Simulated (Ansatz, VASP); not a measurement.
Two plane-wave programs on MgO

The input POSCAR:

```
MgO
1.0
    2.5176281586      0.0000000000      0.0000000000
    0.0000000000      2.5176281586      0.0000000000
    0.0000000000      0.0000000000      2.5176281586
Mg O
1 1
Direct
    0.0000000000      0.0000000000      0.0000000000
    0.5000000000      0.5000000000      0.5000000000
```

The input INCAR.step1:

```
PREC     = Accurate       # precision mode
ENCUT    = 520            # plane-wave cutoff, eV
ISMEAR   = 0              # smearing method
SIGMA    = 0.01           # smearing width, eV
LREAL    = False          # projectors in reciprocal space
LASPH    = True           # aspherical terms in the spheres
NELM     = 100            # most SCF steps
NBANDS   = 11             # bands
GGA      = PE             # functional
ALGO     = Normal         # electronic algorithm
EDIFF    = 1E-4           # SCF threshold, eV
LWAVE    = True           # write WAVECAR
LCHARG   = False          # write CHGCAR
```

Contents of INCAR.step2:

```
PREC     = Accurate       # precision mode
ENCUT    = 520            # plane-wave cutoff, eV
EDIFF    = 1E-6           # SCF threshold, eV
ISMEAR   = 0              # smearing method
SIGMA    = 0.01           # smearing width, eV
LREAL    = False          # projectors in reciprocal space
LASPH    = True           # aspherical terms in the spheres
NELM     = 100            # most SCF steps
ALGO     = Normal         # electronic algorithm
ISIF     = 2              # what is computed and relaxed
LWAVE    = False          # write WAVECAR
LCHARG   = False          # write CHGCAR
METAGGA  = R2SCAN         # meta-GGA
LMIXTAU  = True         
NBANDS   = 11             # bands
ISTART   = 1
```

File KPOINTS:

```
regular mesh
0
Gamma
  10 10 10
```

Input for Ansatz:

```yaml
crystal:
  lattice:
    - [2.5176281586, 0.0, 0.0]
    - [0.0, 2.5176281586, 0.0]
    - [0.0, 0.0, 2.5176281586]
  atoms:
    - { symbol: Mg, position: [0.0, 0.0, 0.0] }
    - { symbol: O, position: [0.5, 0.5, 0.5] }
kpoints:
  mp_grid: { grid: [10, 10, 10] }
  band_path:
    path: [[0.0, 0.0, 0.0], [0.0, 0.5, 0.0], [0.5, 0.5, 0.0], [0.5, 0.5, 0.5]]
    npoints: 1
hamiltonian:
  xc: r2scan
scf:
  occupations: { method: fixed }
  n_extra_bands: 4
output:
  forces: true
  stress: true
  eigenvalues: true
```

Change from the starting cell: hydrostatic strain -4.0%.

Alike in both runs: task single point; functional r2SCAN; k mesh 10 × 10 × 10; no spin polarisation.

```csv
,VASP,Ansatz
version,VASP 6.6.1,Ansatz 0.2.0
potentials or method,"VASP PAW PBE potentials, release 64 (Mg, O)","plane waves, PAW"
plane-wave cutoff (eV),520,500
occupations,"gaussian, width 0.01 eV",fixed
valence electrons in the cell,8,16
```

VASP gave:

| Property | Result |
| --- | --- |
| gap on the k mesh at the Fermi level (eV) | 4.77 |
| pressure (GPa) | 23.7 |

**Question.** Estimate Ansatz's values.

**Answer.** gap on the k mesh at the Fermi level (eV): 4.81; pressure (GPa): 25.1.

The two sets of potentials don't hold the same shells in valence.

Caveats: so large a pressure means that the cell lies far from this level's equilibrium, or that cutoff or potentials fall short (VASP); the potentials were made for another functional, which shifts forces and pressure (VASP). A k mesh can miss the band edges.
